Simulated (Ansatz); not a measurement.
# CuO (Cc) in Ansatz: notebook

One crystal, CuO, is run at these levels: PBE+U; tasks: band structure.

All numbers are computed with Ansatz 0.2.0; they aren't measurements. Logs are shortened: lines on timing, memory, paths and dates and some standing lists are left out, and cuts for length are marked.

## (1) Starting point

The structure is monoclinic, space group Cc (No. 9). The conventional cell has a = 4.689 Å, b = 3.427 Å, c = 5.132 Å, α = 90.00°, β = 99.65°, γ = 90.00°. Cu (site symmetry 1) is surrounded by 4 O at 1.91 to 2.02 Å. Around O (site symmetry 1) lie 4 Cu at 1.91 to 2.02 Å.

## (2) Band structure, PBE+U

File input.yaml:

```yaml
crystal:
  lattice:
    - [2.34464976, -1.71339982, 0.0]
    - [2.34464976, 1.71339982, 0.0]
    - [-0.86054991, 0.0, 5.05943948]
  atoms:
    - { symbol: Cu, position: [0.0032, 0.4968, 0.0] }
    - { symbol: Cu, position: [0.4968, 0.0032, 0.5] }
    - { symbol: O, position: [0.5714, 0.4056, 0.2537] }
    - { symbol: O, position: [0.4056, 0.5714, 0.7537] }
hamiltonian:
  xc: pbe
  pseudopotentials: { kind: paw }
  hubbard: { sites: [{ species: Cu, l: d, u_eff: 3.0 }] }
kpoints:
  mp_grid: { grid: [10, 10, 5] }
  band_path:
    path:
      - [[0.0, 0.0, 0.0], [-0.5, -0.5, 0.0], [-0.5249461988, -0.5249461988, 0.3256423996], [-0.5, -0.5, 0.5], [-0.6336779992, -0.3663220008, 0.5]]
      - [[-0.3663220008, 0.3663220008, 0.5], [0.0, 0.0, 0.5], [-0.4750538012, -0.4750538012, 0.6743576004]]
      - [[-0.5, -0.5, 0.0], [-0.612631459, -0.387368541, 0.0]]
      - [[-0.387368541, 0.387368541, 0.0], [0.0, 0.0, 0.0], [-0.5, 0.0, 0.0]]
      - [[-0.5, 0.0, 0.5], [0.0, 0.0, 0.0]]
    npoints: 14
scf:
  occupations: { method: fermi_dirac, width: 0.05 }
  n_extra_bands: 10
output:
  forces: true
  stress: true
  eigenvalues: true
  fatbands: false
```

Potentials or basis: Ansatz PAW.

The run is started by

```console
$ ansatz run input.yaml --threads 2 --pin off --max-ram 5632MiB --backend cpu --events-out ev --progress --plain --runs-dir out
```

Output:

```text
Warning: RAYON_NUM_THREADS=2 ignored (pool sized by the plan → 2); use --threads N
Cu: projections on atomic orbitals take those of the free atom [Ne] 3s2 3p6 3d10 4s1, of charge +0.00 (hamiltonian.pseudopotentials.projection_atoms); the dataset's partial waves leave at most 2.0e-6 of an orbital's norm unspanned inside its sphere
O: projections on atomic orbitals take those of the free atom [He] 2s2 2p4, of charge +0.00 (hamiltonian.pseudopotentials.projection_atoms); the dataset's partial waves leave at most 1.9e-8 of an orbital's norm unspanned inside its sphere
scf.n_extra_bands = 10 over 25 filled bands (N_el = 50.0): the run solves 35 bands
Engine: ansatz 0.2.0, aarch64-unknown-linux-gnu
Pseudopotentials: kind: paw
Pseudopotential: Cu, paw, valence charge 19, recommended cutoff 420 eV (normal), Cu.paw.azcp
Pseudopotential: O, paw, valence charge 6, recommended cutoff 420 eV (normal), O.paw.azcp
Functional definition: PBE
  parameter kappa = 0.804
  parameter beta = 0.06672455060314922
  exchange = pbe_x(kappa = kappa, mu = beta*pi^2/3)
  correlation = pbe_c(beta = beta)
Crystal: 4 atoms, lattice volume = 40.651 Å³
Basis set: ecut = 420 eV, 789 PW (Γ), exchange–correlation on 40×40×72 points (8 copies of the dense FFT grid, shifted against one another)
Bands: 35, of which v1, the nominal top of the filled ones, is band 25 counted from 1 (24 counted from 0)
Symmetry: 2 space group operations
Space group: Cc (ITA 9), of the structure as read, at distance tolerance 3.4e-5 Å
k-points: 141 of 500 (time reversal used)
Non-local potential: Cu, projectors of the file, l = 0: 3, l = 1: 2, l = 2: 3, l = 3: 1
Non-local potential: O, projectors of the file, l = 0: 2, l = 1: 2, l = 2: 1
PAW form: soft (Blöchl's): semilocal exchange-correlation on the pseudo side does not see the compensation charge
PAW one-centre angular grid: Cu, 590 points (default); XC on 64 Gauss nodes
PAW one-centre angular grid: O, 110 points (default); XC on 64 Gauss nodes
Initial density: superposition of atomic densities (chi_scale 0.1, normalization cell, long waves of neutral atoms under a Hubbard term (reshape's long-wave potential 0.00 eV rms, cloud 1.98 Å wide))
Initial wavefunctions: pseudopotential atomic-orbital guess
Functional: x = pbe(κ = 0.804, μ = 0.2195149727645171), c = pbe(β = 0.06672455060314922)
iter 1 solved again at ethr=2.05e-3 eV; its pass at ethr=3.10e-3 eV (dr2=1.03e0 eV) is discarded
SCF iter   1: F=—  HF=-14380.667720 eV  |F-HF|=—  |Δ(HF+E_count)|=         —  Δρ=6.78e-2  dr2=1.03e0  ethr=2.05e-3  ⟨swp⟩=1.4  Hψ=24399  notcnv=0
preconditioner: auto → Kerker (q_TF=auto, 2.824 Å⁻¹)  [metal: Δε(μ)=0.020 eV  Ē_g=16.639 eV  σ=0.050 eV  W_gap=0.10  n_scr=20 (ndim 8)  ℏωp=34.0 eV  f_vac=0.000  D(μ)=2.06/eV (n_scr^D=20)]
SCF iter   2: F=—  HF=-14380.862367 eV  |F-HF|=—  |Δ(HF+E_count)|=   1.95e-1  Δρ=6.04e-2  dr2=6.66e-1  ethr=2.05e-3  ⟨swp⟩=2.3  Hψ=8153  notcnv=0
SCF iter   3: F=—  HF=-14380.880178 eV  |F-HF|=—  |Δ(HF+E_count)|=   1.78e-2  Δρ=2.10e-2  dr2=4.44e-2  ethr=1.33e-3  ⟨swp⟩=2.0  Hψ=8601  notcnv=0  defer=458
SCF iter   4: F=—  HF=-14380.975488 eV  |F-HF|=—  |Δ(HF+E_count)|=   9.53e-2  Δρ=1.66e-2  dr2=5.72e-2  ethr=8.87e-5  ⟨swp⟩=2.0  Hψ=8104  notcnv=0  defer=458
SCF iter   5: F=—  HF=-14380.972367 eV  |F-HF|=—  |Δ(HF+E_count)|=   3.12e-3  Δρ=2.23e-3  dr2=1.54e-3  ethr=8.87e-5  ⟨swp⟩=2.0  Hψ=7936  notcnv=0  defer=458
SCF iter   6: F=—  HF=-14380.972996 eV  |F-HF|=—  |Δ(HF+E_count)|=   6.29e-4  Δρ=1.15e-3  dr2=2.32e-4  ethr=3.07e-6  ⟨swp⟩=2.0  Hψ=7099  notcnv=0  defer=458
SCF iter   7: F=—  HF=-14380.973233 eV  |F-HF|=—  |Δ(HF+E_count)|=   2.37e-4  Δρ=2.55e-4  dr2=2.12e-5  ethr=4.64e-7  ⟨swp⟩=2.0  Hψ=6552  notcnv=0  defer=458
SCF iter   8: F=—  HF=-14380.973249 eV  |F-HF|=—  |Δ(HF+E_count)|=   1.63e-5  Δρ=6.44e-5  dr2=1.90e-6  ethr=4.25e-8  ⟨swp⟩=2.3  Hψ=6779  notcnv=0  defer=458
SCF iter   9: F=-14380.973251 eV  HF=-14380.973251 eV  |F-HF|=8.73e-10  |Δ(HF+E_count)|=   1.29e-6  Δρ=1.51e-5  dr2=9.35e-8  ethr=2.00e-10  ⟨swp⟩=7.1  Hψ=24526  notcnv=0
SCF 1 converged in 9 iterations: F = -14380.973251 eV  dr2 = 9.35e-8
NSCF: frozen V_eff on 145 k-points
SCF converged after 9 iterations
Free energy (F): -14380.973251 eV
Harris-Foulkes:  -14380.973251 eV  (|F-HF|=8.73e-10)
Internal energy: -14380.955413 eV  (E = F + TS)
E sigma→0 (E₀):  -14380.964332 eV
Entropy (-TS):   -0.017838 eV (-4.459 meV/atom)
Fermi energy:    11.846446 eV
--- Per-component energies (eV) ---
  E_band       = -873.885850
  E_kinetic    = 944.081940
  E_local      = -9690.558030  (includes V_loc(G=0)·N_el)
  E_nonlocal   = 884.894601
  E_hartree    = 4204.530425
  E_xc         = -323.524838
  E_vxc        = -415.308089  (∫ρ·V_xc dr)
  E_hubbard    = 1.279413  (on-site DFT+U / exact-exchange correction)
  E_vhub       = -25.867258  (the Hubbard potential's part of the band-sum identity)
  E_paw        = -3644.827905  (= ΣΔE_a)
  E_vpaw       = -980.171280  (= ΣTr[D̂ρ^β])
  E_aug_tail   = 0.005459  (compensation charges beyond the density's cutoff)
  E_ewald      = -6756.836478
  E_smearing   = -0.017838  (= −TS)
  E_closure    = 0.000000  (closes the sum)
  Σ components = -14380.973251   (vs F -14380.973251, Δ=0.00e0)
--- Forces (eV/Å), atoms counted from 1 ---
  atom   1  Cu    -0.66511991     0.37025456     0.26311881
  atom   2  Cu    -0.66511991    -0.37025456     0.26311881
  atom   3  O      0.66510704     0.23347089    -0.26311338
  atom   4  O      0.66510704    -0.23347089    -0.26311338
  max |Σ_I F_I| component: 2.57e-5 eV/Å
--- Stress (GPa, compression-positive) ---
        7.141951       0.000000      -2.003807
        0.000000       7.320804       0.000000
       -2.003791       0.000000       6.584530
  P = ⅓ Tr σ = 7.0158 GPa (70.158 kbar)
--- Band table (eV; the first three rows and the last of 141) ---
  k-point 0: bands = ["-100.0683", "-100.0680", "-57.6035", "-57.6030", "-57.5903", "-57.5808", "-57.1661", "-57.1656", "-7.8784", "-6.5441", "3.6950", "6.1862", "6.4763", "7.7702", "7.9995", "8.0439", "8.2915", "8.6323", "8.8012", "8.8610", "9.0315", "9.0680", "9.4968", "9.6381", "12.0783", "12.8038", "13.7179", "18.1881", "20.2635", "25.5062", "27.8536", "28.5267", "28.9595", "29.2151", "30.2597"]
  k-point 1: bands = ["-100.0682", "-100.0679", "-57.6035", "-57.6030", "-57.5894", "-57.5817", "-57.1660", "-57.1656", "-7.7704", "-6.6968", "4.0570", "6.2843", "6.5205", "7.4132", "7.7828", "7.9166", "8.3319", "8.4148", "8.6600", "8.7297", "9.0748", "9.3316", "9.6111", "9.7121", "12.0491", "12.6578", "14.2733", "17.5915", "21.1293", "25.5467", "27.3214", "27.4122", "29.0303", "29.4493", "30.6810"]
  k-point 2: bands = ["-100.0680", "-100.0679", "-57.6033", "-57.6032", "-57.5871", "-57.5841", "-57.1659", "-57.1657", "-7.4720", "-7.0654", "5.0220", "6.2319", "6.5404", "6.7489", "7.4513", "7.4719", "8.3780", "8.4060", "8.5949", "8.6671", "8.9855", "9.1894", "9.9738", "10.0997", "12.0442", "12.3099", "15.4024", "16.5586", "22.8585", "24.8098", "26.3114", "26.7320", "29.2334", "29.5061", "30.6037"]
  k-point 140: bands = ["-100.0668", "-100.0665", "-57.6176", "-57.6166", "-57.5849", "-57.5832", "-57.1747", "-57.1738", "-6.5083", "-6.4255", "5.0035", "5.5895", "5.9793", "6.1898", "6.6893", "6.9356", "8.1498", "8.4350", "8.7676", "8.7842", "9.5146", "9.6756", "9.9787", "10.2484", "11.1099", "11.8256", "16.8492", "18.0100", "20.8324", "21.4803", "24.9062", "25.0289", "27.8259", "27.9920", "28.2575"]
Occupation matrices written to <dir>
```

occupation_matrices:

```text
# The occupation matrices of the corrected shells as a run of Ansatz 0.0.0 ended. An entry of
# hamiltonian.hubbard.sites starts from them by `starting_ns: <path of this file>`, where that key's refused
# combinations let it.
# Free energy -14380.973251 eV.
# projection_atom_Cu: [Ne] 3s2 3p6 3d10 4s1
# projection_atom_O: [He] 2s2 2p4
[... 25 lines left out ...]
  site1_d:
    matrix:
      - [0.9938476879696598, 0.0007480019357501916, 0.0030173884424491257, -0.0009179341058927258, -0.006485601795911547]
      - [0.0007480019357501916, 0.865014791390532, -0.09449577707283151, -0.04184488927356993, 0.00874651954571881]
      - [0.0030173884424491257, -0.09449577707283151, 0.9220577706088194, -0.029288654807025246, 0.01518315387194017]
      - [-0.0009179341058927258, -0.04184488927356993, -0.029288654807025246, 0.9793338602811196, 0.00023549015518112257]
      - [-0.006485601795911547, 0.00874651954571881, 0.01518315387194017, 0.00023549015518112257, 0.977444919500373]
```

It took 20 s on 2 threads of Arm Neoverse V1, shared host; peak memory 0.48 GiB.

What came out:

```yaml
Free_energy: -14380.9733 eV
Pressure: 7.0 GPa
Largest_force: 0.805 eV/Å
Band_gap_on_the_k_mesh: none (metal or under the smearing width)
```

Forces on the atoms (eV/Å):
```
Cu  -0.665  0.370  0.263
Cu  -0.665 -0.370  0.263
O    0.665  0.233 -0.263
O    0.665 -0.233 -0.263
```

Stress tensor (GPa, compression positive):
```
 7.14  0.00 -2.00
 0.00  7.32  0.00
-2.00  0.00  6.58
```

Levels at the corners of the path, in eV from the Fermi level:
```csv
point,band 22,band 23,band 24,band 25,band 26,band 27,band 28,band 29
Γ,-2.78,-2.35,-2.21,0.23,0.96,1.87,6.34,8.42
Y,-2.90,-1.89,-1.76,-0.88,1.12,3.70,7.40,8.87
F,-2.33,-1.89,-1.64,-0.77,0.22,4.59,6.49,9.05
L,-2.20,-1.73,-1.73,-0.42,-0.42,5.57,5.57,9.32
I,-2.34,-1.98,-1.98,-0.31,-0.31,6.18,6.18,9.40
I1,-2.34,-1.98,-1.98,-0.31,-0.31,6.18,6.18,9.40
Z,-2.78,-1.74,-1.74,0.30,0.30,4.15,4.15,12.00
F1,-2.33,-1.89,-1.64,-0.77,0.22,4.59,6.49,9.05
Y,-2.90,-1.89,-1.76,-0.88,1.12,3.70,7.40,8.87
X1,-2.61,-1.86,-1.72,-1.45,0.95,5.18,7.54,8.04
X,-2.61,-1.86,-1.72,-1.45,0.95,5.18,7.54,8.04
Γ,-2.78,-2.35,-2.21,0.23,0.96,1.87,6.34,8.42
N,-2.14,-1.95,-1.72,0.01,0.34,5.23,6.61,7.20
M,-2.78,-2.29,-2.16,-0.16,0.76,5.43,6.82,8.39
Γ,-2.78,-2.35,-2.21,0.23,0.96,1.87,6.34,8.42
```

Eigenvalues of the final occupation matrices:
```
  site  spin  trace               eigenvalues
site 1     1   4.74  0.78 0.97 0.99 0.99 1.00
site 2     1   4.74  0.78 0.97 0.99 0.99 1.00
```

Caveat: the pressure holds a Pulay correction of +0.7 GPa for the finite cutoff; the run has no spin polarisation, though such a crystal can be magnetic; U without spin polarisation on a metal has little footing.

## (3) Band structure, PBE+U

Changes to input.yaml since step 2:

```diff
@@ -13,3 +13,3 @@
   pseudopotentials: { kind: paw }
-  hubbard: { sites: [{ species: Cu, l: d, u_eff: 3.0 }] }
+  hubbard: { sites: [{ species: Cu, l: d, u_eff: 4.0 }] }
 kpoints:
@@ -31,2 +31,6 @@
   eigenvalues: true
-  fatbands: false
+  fatbands: true
+  write_density: true
+  write_potential: true
+  elf: true
+  volumetric_format: npy
```

Potentials or basis: Ansatz PAW.

The run is started by

```console
$ ansatz run input.yaml --threads 2 --pin off --max-ram 5632MiB --backend cpu --events-out ev --progress --plain --runs-dir out
```

Wall time 24 s (2 threads of Arm Neoverse V1, shared host); peak memory 0.56 GiB.

The run converged. Its results:

- Free energy: -14380.5536 eV
- Pressure: 7.5 GPa
- Largest force: 0.820 eV/Å
- Band gap on the k mesh: none (metal or under the smearing width)

Forces in eV/Å, atoms in the order of the input:
```
Cu  -0.676  0.378  0.269
Cu  -0.676 -0.378  0.269
O    0.676  0.209 -0.269
O    0.676 -0.209 -0.269
```

Stress tensor (GPa, compression positive):
```
 7.79  0.00 -2.09
 0.00  7.62  0.00
-2.09  0.00  7.23
```

Levels at the corners of the path, in eV from the Fermi level:
| point | band 21 | band 22 | band 23 | band 24 | band 25 | band 26 | band 27 | band 28 | band 29 | band 30 |
| --- | --- | --- | --- | --- | --- | --- | --- | --- | --- | --- |
| Γ | -2.78 | -2.72 | -2.36 | -2.29 | 0.24 | 0.97 | 1.95 | 6.46 | 8.52 | 13.78 |
| Y | -3.26 | -3.17 | -1.97 | -1.93 | -0.94 | 1.14 | 3.82 | 7.53 | 9.00 | 10.36 |
| F | -2.67 | -2.42 | -2.06 | -1.73 | -0.80 | 0.22 | 4.72 | 6.62 | 9.18 | 9.90 |
| L | -2.36 | -2.36 | -1.83 | -1.83 | -0.43 | -0.43 | 5.69 | 5.69 | 9.44 | 9.44 |
| I | -2.50 | -2.50 | -2.11 | -2.11 | -0.32 | -0.32 | 6.30 | 6.30 | 9.52 | 9.52 |
| I1 | -2.50 | -2.50 | -2.11 | -2.11 | -0.32 | -0.32 | 6.30 | 6.30 | 9.52 | 9.52 |
| Z | -2.91 | -2.91 | -1.78 | -1.78 | 0.31 | 0.31 | 4.23 | 4.23 | 12.12 | 12.12 |
| F1 | -2.67 | -2.42 | -2.06 | -1.73 | -0.80 | 0.22 | 4.72 | 6.62 | 9.18 | 9.90 |
| Y | -3.26 | -3.17 | -1.97 | -1.93 | -0.94 | 1.14 | 3.82 | 7.53 | 9.00 | 10.36 |
| X1 | -3.04 | -2.77 | -2.01 | -1.81 | -1.49 | 0.97 | 5.29 | 7.67 | 8.17 | 10.22 |
| X | -3.04 | -2.77 | -2.01 | -1.81 | -1.49 | 0.97 | 5.29 | 7.67 | 8.17 | 10.22 |
| Γ | -2.78 | -2.72 | -2.36 | -2.29 | 0.24 | 0.97 | 1.95 | 6.46 | 8.52 | 13.78 |
| N | -2.98 | -2.31 | -2.10 | -1.77 | 0.02 | 0.35 | 5.35 | 6.73 | 7.31 | 11.50 |
| M | -3.26 | -2.72 | -2.48 | -2.33 | -0.18 | 0.77 | 5.54 | 6.93 | 8.50 | 8.94 |
| Γ | -2.78 | -2.72 | -2.36 | -2.29 | 0.24 | 0.97 | 1.95 | 6.46 | 8.52 | 13.78 |

Eigenvalues of the final occupation matrices:
| site | spin | trace | eigenvalues |
| --- | --- | --- | --- |
| site 1 | 1 | 4.75 | 0.79 0.97 0.99 1.00 1.00 |
| site 2 | 1 | 4.75 | 0.79 0.97 0.99 1.00 1.00 |

Caveat: the pressure holds a Pulay correction of +0.7 GPa for the finite cutoff; the run has no spin polarisation, though such a crystal can be magnetic; U without spin polarisation on a metal has little footing.

## (4) Band structure, PBE+U

Changes to input.yaml since step 3:

```diff
@@ -13,3 +13,3 @@
   pseudopotentials: { kind: paw }
-  hubbard: { sites: [{ species: Cu, l: d, u_eff: 4.0 }] }
+  hubbard: { sites: [{ species: Cu, l: d, u_eff: 5.0 }] }
 kpoints:
@@ -31,6 +31,2 @@
   eigenvalues: true
-  fatbands: true
-  write_density: true
-  write_potential: true
-  elf: true
-  volumetric_format: npy
+  fatbands: false
```

The run is started by

```console
$ ansatz run input.yaml --threads 2 --pin off --max-ram 5632MiB --backend cpu --events-out ev --progress --plain --runs-dir out
```

Run time: 19 s. Hardware: 2 threads of Arm Neoverse V1, shared host; peak memory 0.48 GiB.

It converged, with:

* Free energy: -14380.1476 eV
* Pressure: 8.1 GPa
* Largest force: 0.833 eV/Å
* Band gap on the k mesh: none (metal or under the smearing width)

Forces on the atoms (eV/Å):
```
Cu  -0.687  0.385  0.274
Cu  -0.687 -0.385  0.274
O    0.687  0.183 -0.274
O    0.687 -0.183 -0.274
```

Stress tensor (GPa, compression positive):
```
 8.49  0.00 -2.18
 0.00  7.97  0.00
-2.18  0.00  7.93
```

Levels at the corners of the path, in eV from the Fermi level:
```tsv
point	band 21	band 22	band 23	band 24	band 25	band 26	band 27	band 28	band 29	band 30
Γ	-2.77	-2.65	-2.47	-2.22	0.25	0.98	2.03	6.57	8.63	13.91
Y	-3.44	-3.42	-2.08	-2.05	-0.99	1.15	3.94	7.66	9.13	10.46
F	-2.85	-2.49	-2.21	-1.81	-0.83	0.23	4.84	6.74	9.32	10.02
L	-2.52	-2.52	-1.91	-1.91	-0.44	-0.44	5.82	5.82	9.56	9.56
I	-2.64	-2.64	-2.22	-2.22	-0.34	-0.34	6.42	6.42	9.64	9.64
I1	-2.64	-2.64	-2.22	-2.22	-0.34	-0.34	6.42	6.42	9.64	9.64
Z	-3.02	-3.02	-1.79	-1.79	0.32	0.32	4.33	4.33	12.24	12.24
F1	-2.85	-2.49	-2.21	-1.81	-0.83	0.23	4.84	6.74	9.32	10.02
Y	-3.44	-3.42	-2.08	-2.05	-0.99	1.15	3.94	7.66	9.13	10.46
X1	-3.24	-2.90	-2.16	-1.89	-1.54	0.98	5.40	7.80	8.30	10.33
X	-3.24	-2.90	-2.16	-1.89	-1.54	0.98	5.40	7.80	8.30	10.33
Γ	-2.77	-2.65	-2.47	-2.22	0.25	0.98	2.03	6.57	8.63	13.91
N	-3.19	-2.46	-2.23	-1.79	0.03	0.36	5.48	6.85	7.41	11.62
M	-3.53	-2.68	-2.64	-2.48	-0.20	0.78	5.66	7.04	8.61	9.06
Γ	-2.77	-2.65	-2.47	-2.22	0.25	0.98	2.03	6.57	8.63	13.91
```

Eigenvalues of the final occupation matrices:
```
  site  spin  trace               eigenvalues
site 1     1   4.76  0.79 0.98 0.99 1.00 1.00
site 2     1   4.76  0.79 0.98 0.99 1.00 1.00
```

Caveat: the pressure holds a Pulay correction of +0.7 GPa for the finite cutoff; the run has no spin polarisation, though such a crystal can be magnetic; U without spin polarisation on a metal has little footing.

## (5) Summary

```tsv
U	gap on the mesh (eV)	pressure (GPa)	largest force (eV/Å)
Cu d U = 3 eV	none	7.0	0.81
Cu d U = 4 eV	none	7.5	0.82
Cu d U = 5 eV	none	8.1	0.83
```

Alike in all rows: task band structure; level PBE+U; potentials or basis Ansatz PAW; no spin polarisation; cell as given; k mesh 10 × 10 × 5; cutoff (eV) 420; smearing fermi-dirac 0.05 eV.

Every run on the cell as given and a fine mesh finds a metal.

Caveats: the run has no spin polarisation, though such a crystal can be magnetic; U without spin polarisation on a metal has little footing.

Total energies depend on the potentials used, so only differences within one code and one set of settings carry meaning.
